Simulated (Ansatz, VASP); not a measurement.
# CdSe in VASP and in Ansatz

```
Cd Se
1.0
     4.38304    0.00000    0.00000
    -2.19152    3.79582    0.00000
     0.00000    0.00000    7.15435
Cd Se
2 2
Direct
  0.33333 0.66667 0.00012
  0.66667 0.33333 0.50012
  0.33333 0.66667 0.37588
  0.66667 0.33333 0.87588
```

Alike in both runs: functional PBE; k mesh 9 × 9 × 5; occupations fermi-dirac, width 0.05 eV; no spin polarisation.

Ansatz relaxed the structure, and its values are those at the end. VASP's run is a single point on that final structure, the one shown.

|  | VASP | Ansatz |
| --- | --- | --- |
| version | VASP 6.6.1 | Ansatz 0.2.0 |
| potentials or method | VASP PAW PBE potentials, release 64 (Cd, Se) | PAW with Ansatz's default frozen-core files, scalar-relativistic |
| plane-wave cutoff (eV) | 520 | 420 |
| valence electrons in the cell | 36 | 72 |

|  | VASP | Ansatz | Ansatz less VASP |
| --- | --- | --- | --- |
| pressure (GPa) | 0.2 | 0.0 | -0.24 |

The functional is the same, so the differences come from potentials, cutoffs and numerics. The two sets of potentials don't hold the same shells in valence.
